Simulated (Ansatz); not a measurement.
C: equation of state with BLYP+D3(BJ)

**Experimental background.**

“Equation of state of cubic boron nitride at high pressures and temperatures”, 2007, arxiv:cond-mat/0702656 quotes, for a bulk crystal of C: bulk modulus 444.8 ± 0.8 GPa.

Crystal: C.

```
CELL_PARAMETERS angstrom
0.00000 1.78337 1.78337
1.78337 0.00000 1.78337
1.78337 1.78337 0.00000
ATOMIC_POSITIONS crystal
C 0.75000 0.75000 0.75000
C 0.50000 0.50000 0.50000
```

This isn't the form of C at room conditions, which is graphite.

* Program: Ansatz 0.2.0
* Task: equation of state
* Functional: BLYP
* Dispersion: D3(BJ)
* Potentials or basis: Ansatz PAW
* Cutoff: 420 eV
* Density cutoff: 1680 eV
* k mesh: 13 × 13 × 13
* Occupations: fermi-dirac, width 0.05 eV
* Spin: no spin polarisation

| Item | Value |
| --- | --- |
| Equilibrium volume | 5.68 Å³/atom |
| Bulk modulus | 424 GPa |
| Pressure derivative of the bulk modulus | 3.7 |

Energy against volume, from the lowest point:
```csv
volume (Å³/atom),energy (meV/atom)
5.332,31.52
5.445,13.93
5.558,3.68
5.672,0.00
5.785,2.41
5.899,10.31
6.012,23.23
```

All runs of the series together: 3 s on 2 threads of Intel(R) Xeon(R) CPU @ 2.60GHz (Ice Lake), with other jobs on the host.

A measured bulk modulus of C is 444.8 GPa (quoted in “Equation of state of cubic boron nitride at high pressures and temperatures”, 2007, arxiv:cond-mat/0702656); the calculated 424 GPa misses it by -4.7 %. 3 values of this kind are on record (442 to 444.8 GPa); this one was drawn at random among those near their median, those with a stated uncertainty first. The fit is for a static lattice scaled at fixed shape and fixed fractional positions. The cell as given is a measured one (5.67 Å³/atom); BLYP+D3(BJ) puts the equilibrium volume +0.2 % from it, thermal expansion not counted.

Caveat: the potentials were made for another functional, which shifts forces and pressure.
